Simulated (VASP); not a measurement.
A run of VASP 6.6.1:

INCAR

```
SYSTEM = CaF2
PREC = Accurate ; ENCUT = 520
EDIFF = 1E-6 ; ISMEAR = -1
SIGMA = 0.5 ; LREAL = .FALSE.
LASPH = .TRUE. ; NELM = 80
ALGO = Fast ; ISIF = 2
LWAVE = .FALSE. ; LCHARG = .FALSE.
GGA = PE ; NBANDS = 19
```

KPOINTS

```
regular mesh
0
G
  6 6 6
  0 0 0
```

POSCAR

```
CaF2
1.0
    0.0000000000      2.7195929737      2.7195929737
    2.7195929737      0.0000000000      2.7195929737
    2.7195929737      2.7195929737      0.0000000000
Ca F
1 2
Direct
    0.0000000000      0.0000000000      0.0000000000
    0.2500000000      0.2500000000      0.2500000000
    0.7500000000      0.7500000000      0.7500000000
```

Potentials or basis: VASP PAW PBE potentials, release 64 (Ca_sv, F).

Command:

```sh
$ cat potpaw_PBE.64/Ca_sv/POTCAR potpaw_PBE.64/F/POTCAR > POTCAR
$ mpirun -np 1 vasp_std > vasp.out
```

Hardware: 1 thread of AMD EPYC 7R13 Processor (Zen 3), on a shared host.

Problem. How long does it take, and how much memory?

Solution. It took 22 s on 1 thread of AMD EPYC 7R13 Processor (Zen 3), with other jobs on the host, peak memory 0.13 GiB. Counts: scf iterations 17, k points 16.
